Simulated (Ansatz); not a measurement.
Perturbing Si

Base: a structure deposited in the COD, whose atoms a relaxation with PBE at fixed cell left in place.

```
CELL_PARAMETERS angstrom
0.00000 2.71535 2.71535
2.71535 0.00000 2.71535
2.71535 2.71535 0.00000
ATOMIC_POSITIONS crystal
Si 0.00000 0.00000 0.00000
Si 0.25000 0.25000 0.25000
```

Atom numbers follow the list; atoms alike are taken as one site, whose name carries the number of the first.

The numbers come from a DFT calculation in Ansatz (PBE, plane waves and PAW, scalar-relativistic, 420 eV cutoff, Γ-centred 14×14×14 k-points, Fermi–Dirac smearing 0.02 eV).

(1) Variant: z compressed by 3 %, ions relaxed. What happens to the gradients (10²¹ V/m²)?

## Answers

(1) 

```json
{"site": "Si", "atoms": "1, 2", "V_zz base": "0.00", "η base": "–", "V_zz variant": "0.040", "η variant": "0.00"}
```

The largest change of V_zz is on Si, from 0.00 to 0.040.

For the variant: With a gap of 0.2 eV on this mesh, the gradients can still move by some per cent as the k-mesh gets denser. At this changed cell the PBE pressure is 5 GPa.
